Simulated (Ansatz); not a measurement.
# AlNi3 under changes of volume

One of the cells (10.932 Å³/atom); the others are scaled copies at fixed shape and fractional positions:

```
Ni Al
1.0
     3.52305    0.00000    0.00000
     0.00000    3.52305    0.00000
     0.00000    0.00000    3.52305
Ni Al
3 1
Direct
  0.50000 0.50000 0.00000
  0.50000 0.00000 0.50000
  0.00000 0.50000 0.50000
  0.00000 0.00000 0.00000
```

The cell is a database's computed one.

* Program: Ansatz 0.2.0
* Functional: PBEsol
* Potentials or basis: Ansatz PAW
* Cutoff: 420 eV (not typed: the program's choice for these potentials)
* k mesh: 8 × 8 × 8
* Occupations: fermi-dirac, width 0.05 eV
* Spin: collinear spin, ferromagnetic start
* Starting moments: [1.0, 1.0, 1.0, 0.0] μB

```csv
volume (Å³/atom),energy over the lowest point (meV/atom),pressure (GPa),moment (μB per cell)
10.276,24.89,13.6,0.57
10.495,10.00,8.3,0.61
10.713,1.95,3.6,0.63
10.932,0.00,-0.7,0.66
11.151,3.53,-4.4,0.68
11.369,11.94,-7.8,0.70
11.588,?,?,?
```

What does the run at 11.588 Å³/atom give?

Energy over the lowest point 24.75 meV/atom; pressure -10.9 GPa; moment 0.71 μB per cell.

Worked out: A Birch-Murnaghan fit of order 3 (a polynomial in V^(-2/3)) to the other rows has its minimum at 10.90 Å³/atom with B0 = V·E''(V) = 203 GPa and B' = 4.4. It gives 24.80 meV/atom at 11.588 Å³/atom, against the run's 24.75, and -dE/dV = -10.9 GPa, against -10.9. A parabola through the other rows of the moment, of slope 0.0591 μB per Å³/atom there, extrapolates to 0.71 μB, against the run's 0.71.

Energies are extrapolated to zero smearing.

Caveats: the PAW data sets come from PBE, with cores solved anew for the run's functional, which leaves a small shift of forces and pressure.
